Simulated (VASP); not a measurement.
# H21ClO10 in VASP: notebook

Runs on H21ClO10. Level: r2SCAN+D3(BJ). Tasks: single point.

All numbers are computed with VASP 6.6.1; they aren't measurements. Logs are shortened: lines on timing, memory, paths and dates and some standing lists are left out, and cuts for length are marked.

## (1) Starting point

The cell holds a amorphous, 32 atoms: a = 7.054 Å, b = 7.054 Å, c = 7.054 Å, α = 90.00°, β = 90.00°, γ = 90.00°.

The cell was built by a generator and needn't be a form met in nature.

## (2) Single point, r2SCAN+D3(BJ)

POSCAR reads:

```
H21ClO10
1.0
    7.0540040000      0.0000000000      0.0000000000
    0.0000000000      7.0540040000      0.0000000000
    0.0000000000      0.0000000000      7.0540040000
O H Cl
10 21 1
Direct
    0.8659904361      0.6682162358      0.1535723541
    0.3956051060      0.6518283800      0.5289619909
    0.8995174939      0.4599798923      0.6570878043
    0.5519560238      0.4470085359      0.2506661465
    0.7193928441      0.8037846307      0.7536145429
    0.3671673563      1.0323356777      0.4972495054
    0.7172947449      0.0794442419      0.0199744712
    0.0734760003      0.1949247548     -0.1277855811
    0.1382902533      0.7152249985      0.8691659375
    0.5305497417      0.2646865525      0.7530900181
    0.9040822772      0.7332573103      0.2689678089
    0.9696620529      0.6833991021      0.0640770830
    0.3935353595      0.5756163450      0.6453072610
    0.4408843545      0.5670963612      0.4328605427
    0.9145444204      0.4065634213      0.5306915051
    0.9670110763      0.3640202075      0.7415362963
    0.6500279841      0.5199458350      0.1875814077
    0.5826761652      0.3118370786      0.2439607349
    0.7502405726      0.6732913676      0.7194920785
    0.6113123837      0.8257579667      0.6723982578
    0.2419902229      1.0440736920      0.4419334041
    0.3966258029      0.8950094159      0.4930249543
    0.7070168942     -0.0365040904     -0.0590161276
    0.6422168176      0.1719448982     -0.0565494434
    0.1662885363      0.2189253082     -0.0321661286
   -0.0280124593      0.1397220642     -0.0552593959
    0.1885737519      0.8361492282      0.8338526601
    0.0633966184      0.6791887274      0.7605467760
    0.4651542585      0.1857668354      0.6547628836
    0.6443574458      0.3217463443      0.6920466731
    0.8048762093      0.0780124310      0.1770342064
    0.8990780272      0.1082364002      0.3857383693
```

INCAR.step1 reads:

```
PREC = Accurate
ENCUT = 520
ISMEAR = -1
SIGMA = 0.02
LREAL = Auto
LASPH = True
NELM = 100
NBANDS = 66
GGA = PE
ALGO = Normal
EDIFF = 1E-4
LWAVE = True
LCHARG = False
```

INCAR.step2 reads:

```
PREC = Accurate
ENCUT = 520
EDIFF = 1E-7
ISMEAR = -1
SIGMA = 0.02
LREAL = Auto
LASPH = True
NELM = 100
ALGO = Normal
ISIF = 2
LWAVE = False
LCHARG = False
METAGGA = R2SCAN
LMIXTAU = True
IVDW = 12
VDW_S6 = 1.0
VDW_S8 = 0.78981345
VDW_A1 = 0.49484001
VDW_A2 = 5.73083694
NBANDS = 66
ISTART = 1
```

KPOINTS reads:

```
regular mesh
0
Gamma
  1 1 1
```

Potentials or basis: VASP PAW PBE potentials, release 64 (O, H, Cl).

Started as:

```sh
cat potpaw_PBE.64/O/POTCAR potpaw_PBE.64/H/POTCAR potpaw_PBE.64/Cl/POTCAR > POTCAR
cp INCAR.step1 INCAR
mpirun -np 1 vasp_gam > vasp.out
cp INCAR.step2 INCAR
mpirun -np 1 vasp_gam > vasp.out
```

OUTCAR:

```text
PREC = Accurate
   ENCUT = 520
   EDIFF = 1E-7
   ISMEAR = -1
   LREAL = Auto
   LASPH = True
   NELM = 100
   ISIF = 2
   METAGGA = R2SCAN
   IVDW = 12
   ISTART = 1
 IVDW          = 12

 ion  position               nearest neighbor table
   1  0.866  0.668  0.154-  12 0.97  11 0.97
   2  0.396  0.652  0.529-  14 0.96  13 0.98
   3  0.900  0.460  0.657-  15 0.97  16 1.02
   4  0.552  0.447  0.251-  17 0.97  18 0.98
   5  0.719  0.804  0.754-  20 0.97  19 0.98
   6  0.367  0.032  0.497-  21 0.97  22 0.99
   7  0.717  0.079  0.020-  23 0.99  24 1.00  31 1.27
   8  0.073  0.195  0.872-  25 0.96  26 0.96
   9  0.138  0.715  0.869-  27 0.96  28 0.96
  10  0.531  0.265  0.753-  30 1.00  29 1.00
  11  0.904  0.733  0.269-   1 0.97
  12  0.970  0.683  0.064-   1 0.97
  13  0.394  0.576  0.645-   2 0.98
  14  0.441  0.567  0.433-   2 0.96
  15  0.915  0.407  0.531-   3 0.97
  16  0.967  0.364  0.742-   3 1.02
[... 12 lines left out ...]
  29  0.465  0.186  0.655-  10 1.00
  30  0.644  0.322  0.692-  10 1.00
  31  0.805  0.078  0.177-   7 1.27  32 1.63
  32  0.899  0.108  0.386-  31 1.63

  LATTYP: Found a simple cubic cell.
 ALAT       =     7.0540040000

  Lattice vectors:

 A1 = (   7.0540040000,   0.0000000000,   0.0000000000)
 A2 = (   0.0000000000,   7.0540040000,   0.0000000000)
 A3 = (   0.0000000000,   0.0000000000,   7.0540040000)

Analysis of symmetry for initial positions (statically):
=====================================================================
 Subroutine PRICEL returns:
 Original cell was already a primitive cell.

 Routine SETGRP: Setting up the symmetry group for a
 simple cubic supercell.

 Subroutine GETGRP returns: Found  1 space group operations
 (whereof  1 operations were pure point group operations)
 out of a pool of 48 trial point group operations.

The static configuration has the point symmetry C_1 .

Analysis of symmetry for dynamics (positions and initial velocities):
=====================================================================
 Subroutine PRICEL returns:
 Original cell was already a primitive cell.

 Routine SETGRP: Setting up the symmetry group for a
 simple cubic supercell.

 Subroutine GETGRP returns: Found  1 space group operations
 (whereof  1 operations were pure point group operations)
 out of a pool of 48 trial point group operations.

The dynamic configuration has the point symmetry C_1 .

[... 137 lines left out ...]
   NSW    =      0    number of steps for IOM
   IBRION =     -1    ionic relax: 0-MD 1-quasi-New 2-CG
   NFREE  =      0    steps in history (QN), initial steepest desc. (CG)
   ISIF   =      2    stress and relaxation
   ISYM   =      2    0-nonsym 1-usesym 2-fastsym
   POTIM  = 0.5000    time-step for ionic-motion
   TEBEG  =    0.0;   TEEND  =   0.0 temperature during run
   PSTRESS=    0.0 pullay stress
   NELECT =      88.0000    total number of electrons
   NUPDOWN=      -1.0000    fix difference up-down
   EMIN   =  10.00;   EMAX   =-10.00  energy-range for DOS
   EFERMI =   0.00;   METHOD = LEGACY
   ISMEAR =    -1;   SIGMA  =   0.02  broadening in eV -4-tet -1-fermi 0-gaus
   EFERMI_NEDOS =   21; number of points for ismear=-14 and -15
   IALGO  =     38    algorithm
   IMIX   =      4    mixing-type and parameters
     AMIX     =   0.40;   BMIX     =  1.00
     AMIX_MAG =   1.60;   BMIX_MAG =  1.00
  volume/ion in A,a.u.               =      10.97        74.02
  Fermi-wavevector in a.u.,A,eV,Ry     =   1.032286  1.950738 14.498563  1.065614
  Thomas-Fermi vector in A             =   2.166476
   LORBIT       =      0    0 simple, 1 ext, 2 COOP (PROOUT), +10 PAW based schemes
   METAGGA = R2SCAN    functional components
   LHFCALC =     F    Hartree Fock is set to
   AEXX    =    0.0000 exact exchange contribution
   IVDW    =    12    specifies the selected vdW correction
   LEPSILON=     F    determine dielectric tensor
   LRPA    =     F    only Hartree local field effects (RPA)
 non-spin polarized calculation
  energy-cutoff  :      520.00
  volume of cell :      351.00
 maximum number of plane-waves:      4730
 NGX is ok and might be reduce to    54
   NGX = 27   NGY = 27   NGZ = 27

 number of electron      87.9999995 magnetization

 Free energy of the ion-electron system (eV)
  ---------------------------------------------------
  ext. energy  EPLUGINS =         0.00000000
  ---------------------------------------------------
  free energy    TOTEN  =      -168.28979675 eV

  energy without entropy =     -168.28979675  energy(sigma->0) =     -168.28979675

 E-fermi :  -3.4714     XC(G=0):  -6.9739

 val. band max:       -4.0631597485   @ k =   0.0000   0.0000   0.0000
 cond. band min:       1.3093833154   @ k =   0.0000   0.0000   0.0000
 fundamental gap:      5.3725430638
 Fermi energy:        -3.4713898466

 k-point     1 :       0.0000    0.0000    0.0000
  band No.  band energies     occupation
      1     -25.0573      2.00000
      2     -24.2956      2.00000
      3     -23.8406      2.00000
      4     -23.6468      2.00000
      5     -23.5636      2.00000
      6     -23.4498      2.00000
[... 48 lines left out ...]
     55       6.2884      0.00000
     56       6.4585      0.00000
 [bands above 56 left out]

------------------------ aborting loop because EDIFF is reached ----------------------------------------

 Edisp (eV)   -0.56037

 E8    (eV) :    -0.0861

  FORCE on cell =-STRESS in cart. coord.  units (eV):
  Direction    XX          YY          ZZ          XY          YZ          ZX
  --------------------------------------------------------------------------------------
  -------------------------------------------------------------------------------------
  Total      -1.62858    -2.88653    -5.18231    -0.05491     0.57968    -2.36567
  in kB      -7.43384   -13.17590   -23.65520    -0.25062     2.64602   -10.79834
  external pressure =      -14.75 kB  Pullay stress =        0.00 kB

 VOLUME and BASIS-vectors are now :
 -----------------------------------------------------------------------------
  energy-cutoff  :      520.00
  volume of cell :      351.00
      direct lattice vectors                 reciprocal lattice vectors
     7.054004000  0.000000000  0.000000000     0.141763458  0.000000000  0.000000000
     0.000000000  7.054004000  0.000000000     0.000000000  0.141763458  0.000000000
     0.000000000  0.000000000  7.054004000     0.000000000  0.000000000  0.141763458

 POSITION                                       TOTAL-FORCE (eV/Angst)
 -----------------------------------------------------------------------------------
      6.10870      4.71360      1.08330        -0.232933      0.089806      0.558137
      2.79060      4.59800      3.73130        -0.292126      0.223511      1.458153
      6.34520      3.24470      4.63510         0.315028     -0.784944      0.604193
      3.89350      3.15320      1.76820        -0.406412     -0.817556      0.039599
      5.07460      5.66990      5.31600        -0.404396      0.030740     -0.139603
      2.59000      0.22810      3.50760         0.147638     -0.392332     -0.149767
[... 24 lines left out ...]
      5.67760      0.55030      1.24880        -0.356514      0.432160      0.344558
      6.34210      0.76350      2.72100        -0.286769     -0.373940     -1.344729
 -----------------------------------------------------------------------------------
    total drift:                                0.006966     -0.012621      0.005786

  FREE ENERGIE OF THE ION-ELECTRON SYSTEM (eV)
  ---------------------------------------------------
  free  energy   TOTEN  =      -168.8501626881 eV

  energy  without entropy=     -168.8501626881  energy(sigma->0) =     -168.85016269
```

OUTCAR.step1:

```text
PREC = Accurate
   ENCUT = 520
   ISMEAR = -1
   LREAL = Auto
   LASPH = True
[... 350 lines left out ...]
      5.07460      5.66990      5.31600        -0.199166      0.342737      0.152388
      2.59000      0.22810      3.50760         0.394520     -0.015094     -0.021311
[... 24 lines left out ...]
      5.67760      0.55030      1.24880        -0.284650      0.419153      0.446204
      6.34210      0.76350      2.72100        -0.219670     -0.368696     -1.277067
 -----------------------------------------------------------------------------------
    total drift:                                0.006942     -0.022517     -0.003560

  FREE ENERGIE OF THE ION-ELECTRON SYSTEM (eV)
  ---------------------------------------------------
  free  energy   TOTEN  =      -152.2066916572 eV

  energy  without entropy=     -152.2066916572  energy(sigma->0) =     -152.20669166
```

OSZICAR.step1:

```text
N       E                     dE             d eps       ncg     rms          rms(c)
DAV:   1     0.730688135206E+03    0.73069E+03   -0.47886E+04   132   0.123E+03
DAV:   2    -0.949971782399E+02   -0.82569E+03   -0.79999E+03   176   0.299E+02
DAV:   3    -0.166050990496E+03   -0.71054E+02   -0.70631E+02   160   0.956E+01
DAV:   4    -0.167159725391E+03   -0.11087E+01   -0.11066E+01   168   0.134E+01
DAV:   5    -0.167174741444E+03   -0.15016E-01   -0.15007E-01   176   0.150E+00    0.239E+01
DAV:   6    -0.152553517487E+03    0.14621E+02   -0.47415E+01   160   0.261E+01    0.915E+00
DAV:   7    -0.152350994892E+03    0.20252E+00   -0.19522E+00   160   0.492E+00    0.588E+00
DAV:   8    -0.152212688911E+03    0.13831E+00   -0.49784E-01   168   0.328E+00    0.886E-01
DAV:   9    -0.152200700241E+03    0.11989E-01   -0.73622E-02   168   0.119E+00    0.343E-01
DAV:  10    -0.152205941095E+03   -0.52409E-02   -0.12595E-02   152   0.453E-01    0.183E-01
DAV:  11    -0.152206473871E+03   -0.53278E-03   -0.52706E-04   160   0.140E-01    0.125E-01
DAV:  12    -0.152206704950E+03   -0.23108E-03   -0.10627E-03   136   0.187E-01    0.308E-02
DAV:  13    -0.152206691657E+03    0.13293E-04   -0.12385E-04   136   0.597E-02
   1 F= -.15220669E+03 E0= -.15220669E+03  d E =-.646435E-11
```

Run time: 2.4 min. Hardware: 1 thread of Intel Xeon Platinum 8488C (Sapphire Rapids), shared host; peak memory 0.42 GiB.

What came out:

```
Free energy                : -168.8502 eV
Pressure                   : -1.5 GPa
Largest force              : 1.504 eV/Å
Band gap on the k mesh     : 5.37 eV, direct
Dispersion energy per atom : -0.018 eV
```

Forces in eV/Å, atoms in the order of the input:
```
O   -0.233  0.090  0.558
O   -0.292  0.224  1.458
O    0.315 -0.785  0.604
O   -0.406 -0.818  0.040
O   -0.404  0.031 -0.140
O    0.148 -0.392 -0.150
O    0.290 -0.495  0.261
O    0.025 -0.127 -0.189
O    0.029 -0.229  0.253
O    0.703  0.296 -0.451
H   -0.061 -0.128 -0.309
H    0.263  0.093 -0.255
H   -0.156  0.438 -0.427
H    0.530 -0.660 -1.017
H   -0.072  0.094  0.049
H   -0.349  0.799 -0.570
H    0.490 -0.034 -0.042
H   -0.006  0.857  0.143
H    0.423 -0.014  0.369
H   -0.053  0.173 -0.072
H   -0.008  0.079  0.187
H   -0.373  0.411  0.070
H    0.453 -0.619  0.244
H   -0.192  0.466 -0.058
H    0.678  0.483  0.171
H   -0.595 -0.241 -0.093
H    0.163  0.541 -0.002
H   -0.203 -0.348 -0.250
H    0.310  0.116  0.340
H   -0.772 -0.358  0.280
H   -0.357  0.432  0.345
Cl  -0.287 -0.374 -1.345
```

Levels at points of the mesh, in eV from the valence-band top:
| k point | band 41 | band 42 | band 43 | band 44 | band 45 | band 46 | band 47 | band 48 |
| --- | --- | --- | --- | --- | --- | --- | --- | --- |
| (0.00, 0.00, 0.00) | -0.36 | -0.22 | -0.14 | 0.00 | 5.37 | 8.02 | 8.41 | 8.56 |

Caveat: the PAW data sets were made with another functional, which shifts forces and pressure a little.

(Continued in part 2 of 2.)
